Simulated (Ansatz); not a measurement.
# Na: other elements on the same sites

The task here is to estimate one member of a computed series from the others.

Computed with Ansatz 0.2.0 (DFT PBE, scalar-relativistic, plane waves, PAW, unless a step's input says otherwise).

1 further run of the same task is left out (set aside as unsound or not needed).

### The system as given

It takes space group I4/mmm (No. 139, tetragonal). The conventional cell has a = 3.751 Å, b = 3.751 Å, c = 5.258 Å, α = 90.00°, β = 90.00°, γ = 90.00°. Around Na (site symmetry 4/mmm) lie 12 Na at 3.73 to 3.75 Å.

Structure file:

```cif
data_structure
_symmetry_space_group_name_H-M 'I4/mmm'
_symmetry_Int_Tables_number 139
_cell_length_a 3.7508
_cell_length_b 3.7508
_cell_length_c 5.2578
_cell_angle_alpha 90.000
_cell_angle_beta 90.000
_cell_angle_gamma 90.000
_cell_volume 73.97
loop_
_atom_site_label
_atom_site_type_symbol
_atom_site_symmetry_multiplicity
_atom_site_Wyckoff_symbol
_atom_site_fract_x
_atom_site_fract_y
_atom_site_fract_z
_atom_site_occupancy
Na1 Na 2 a 0.00000 0.00000 0.00000 1
```

It goes back to an entry of the Materials Project, which need not be the stable form.

It is the result of an earlier relaxation at this level (volume 36.98 Å³/atom; gap on the mesh: none (metal)).

The first run:

Contents of input.yaml:

```yaml
crystal:
  lattice:
    - [-1.5704421866, 1.5704421866, 2.2014023128]
    - [1.5704421866, -1.5704421866, 2.2014023128]
    - [1.5704421866, 1.5704421866, -2.2014023128]
  atoms:
    - { symbol: Li, position: [0.0, 0.0, 0.0] }
basis:
  ecutwfc: 420
kpoints:
  mp_grid: { grid: [8, 8, 8] }
hamiltonian:
  xc: pbe
scf:
  occupations: { method: gaussian, width: 0.1 }
output:
  forces: true
  stress: true
  eigenvalues: true
```

The run is started by

```sh
$ ansatz run input.yaml --threads 1 --pin off --max-ram 1331MiB --backend cpu --events-out ev --progress --plain --runs-dir out
```

Steps of the session up to this table: A first look at the start (Li); Relaxing cell and atoms (Li); Quick check of gap, pressure and forces (Mg); The relaxation (Mg); Second relaxation (Mg); Quick check of gap, pressure and forces (Cs); The relaxation (Cs); Second relaxation (Cs).

One of the session's tables, all rows but one given; the rest of the session is left out.

It belongs to the step «The crystals compared». Lengths are those of the vectors of the cell that was run:

| swap | volume (Å³/atom) | a (Å) | b (Å) | c (Å) |
| --- | --- | --- | --- | --- |
| none | 36.98 | 3.734 | 3.734 | 3.734 |
| Na → Li | 20.10 | 3.049 | 3.049 | 3.049 |
| Na → Mg | 23.15 | 3.197 | 3.197 | 3.197 |
| Na → Cs | ? | ? | ? | ? |

**Question.** Estimate the row for Na → Cs.

**Answer.** volume (Å³/atom): 115.90; a (Å): 5.466; b (Å): 5.466; c (Å): 5.466. In the column «volume (Å³/atom)» it is the highest.

Lengths are those of the computed cell.
